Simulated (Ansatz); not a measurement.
This script for a convergence test of the plane-wave cutoff of Pt, space group P6_3/mmc with the Python package of Ansatz (0.2.0) holds a mistake.

`ecut.py`:
```python
# -*- coding: utf-8 -*-
'''Cutoff test for Pt.'''

import csv

import ansatz as az

crystal = (
    az.Lattice.of((2.7607, 0.0, 0.0), (-1.3803, 2.3908, 0.0), (0.0, 0.0, 4.7921))
    .atom('Pt', (0.3803, 0.7969, 0.5941))
    .atom('Pt', (0.0, 0.5939, 0.198))
)

model = (
    crystal.calculation()
    .scf(tolerance=1e-08, max_iterations=60)
    .kpoints(11, 11, 6)
    .functional('PBE')
    .occupations('methfessel_paxton', width=0.1)
    .stress()
)

rows = []
for value in [250, 300, 350, 400, 450]:
    rep = model.basis(value).run(threads=1).report
    rows.append((value, rep['free_energy_ev'] / len(rep['lattice']['sites']), rep['n_iterations'], sum(rep['stress_gpa'][i][i] for i in range(3)) / 3, rep['n_pw']))

with open('ecut.csv', 'w', newline='') as handle:
    writer = csv.writer(handle)
    writer.writerow(['cutoff (eV)', 'F/atom (eV)', 'iterations', 'P (GPa)', 'plane waves'])
    writer.writerows([round(v, 5) if isinstance(v, float) else v for v in row] for row in rows)

# the last row is the reference
for row in rows[:-1]:
    shift = 1000 * (row[1] - rows[-1][1])
    print(f'{row[0]}: {shift:+.2f} meV/atom' + ('  (within 1 meV)' if abs(shift) < 1 else ''))
```

Output of `python ecut.py`:
```text
DeckWarning: basis.ecutwfc = 250 eV is below the records' recommended 420 eV, and the density's cutoff is lower with it unless basis.ecutrho_ratio is high enough to keep the records' density cutoff: compare with a run at a higher cutoff
DeckWarning: output.stress: scf.convergence.dr2_threshold = 1e-8 eV is looser than the 2e-10 eV advised for a printed stress (1e-10 eV for each atom of the cell: 2). What an SCF threshold leaves in a [...]
DeckWarning: basis.ecutwfc = 300 eV is below the records' recommended 420 eV, and the density's cutoff is lower with it unless basis.ecutrho_ratio is high enough to keep the records' density cutoff: compare with a run at a higher cutoff
DeckWarning: basis.ecutwfc = 350 eV is below the records' recommended 420 eV, and the density's cutoff is lower with it unless basis.ecutrho_ratio is high enough to keep the records' density cutoff: compare with a run at a higher cutoff
DeckWarning: basis.ecutwfc = 400 eV is below the records' recommended 420 eV, and the density's cutoff is lower with it unless basis.ecutrho_ratio is high enough to keep the records' density cutoff: compare with a run at a higher cutoff
250: +1473.08 meV/atom
300: +137.72 meV/atom
350: +8.31 meV/atom
400: +1.61 meV/atom
```
(Warnings from the package without file and line, shortened.)

The script ran to its end, but the result can't be trusted. Why?

The fault: Cartesian positions are read as fractions. The cap on steps that the faulty run carried goes too. The change:

```diff
--- before
+++ after
@@ -8,5 +8,5 @@
 crystal = (
-    az.Lattice.of((2.7607, 0.0, 0.0), (-1.3803, 2.3908, 0.0), (0.0, 0.0, 4.7921))
-    .atom('Pt', (0.3803, 0.7969, 0.5941))
-    .atom('Pt', (0.0, 0.5939, 0.198))
+    az.Lattice.from_parameters(2.7607, 2.7607, 4.7921, alpha=90, beta=90, gamma=120)
+    .space_group(194)
+    .atom('Pt', (2 / 3, 1 / 3, 0.75))
 )
@@ -15,3 +15,3 @@
     crystal.calculation()
-    .scf(tolerance=1e-08, max_iterations=60)
+    .scf(tolerance=1e-08)
     .kpoints(11, 11, 6)
```

The mended script runs so:

`python ecut.py` gives:
```text
DeckWarning: basis.ecutwfc = 250 eV is below the records' recommended 420 eV, and the density's cutoff is lower with it unless basis.ecutrho_ratio is high enough to keep the records' density cutoff: compare with a run at a higher cutoff
DeckWarning: output.stress: scf.convergence.dr2_threshold = 1e-8 eV is looser than the 2e-10 eV advised for a printed stress (1e-10 eV for each atom of the cell: 2). What an SCF threshold leaves in a [...]
DeckWarning: basis.ecutwfc = 300 eV is below the records' recommended 420 eV, and the density's cutoff is lower with it unless basis.ecutrho_ratio is high enough to keep the records' density cutoff: compare with a run at a higher cutoff
DeckWarning: basis.ecutwfc = 350 eV is below the records' recommended 420 eV, and the density's cutoff is lower with it unless basis.ecutrho_ratio is high enough to keep the records' density cutoff: compare with a run at a higher cutoff
DeckWarning: basis.ecutwfc = 400 eV is below the records' recommended 420 eV, and the density's cutoff is lower with it unless basis.ecutrho_ratio is high enough to keep the records' density cutoff: compare with a run at a higher cutoff
250: +1439.94 meV/atom
300: +137.13 meV/atom
350: +7.56 meV/atom
400: +1.24 meV/atom
```
(Warnings from the package without file and line, shortened.)

File `ecut.csv` afterwards:
```csv
cutoff (eV),F/atom (eV),iterations,P (GPa),plane waves
250,-12521.51115,6,1.42556,301
300,-12522.81396,6,-1.0988,373
350,-12522.94352,6,-0.79059,513
400,-12522.94985,6,-0.74183,561
450,-12522.95108,6,-0.75947,713
```

Caveats:
- Spin is left out of this run.
- The mesh is modest for a metal, so energies can be off by several to tens of meV an atom and pressures by half a GPa or more; differences at equal mesh fare better.
- Pressure is positive in compression.
- Spin-orbit coupling, which matters for elements this heavy, is left out.
- This isn't the structure that Pt takes at ambient conditions.
- Shifts are counted from the last row, which is itself no proven limit.
- Cost: roughly 4 core-seconds.

(A comment or docstring line of the script was reworded after the run, the code is as it ran; lines on the test bed's own set-up are left out of the output.)
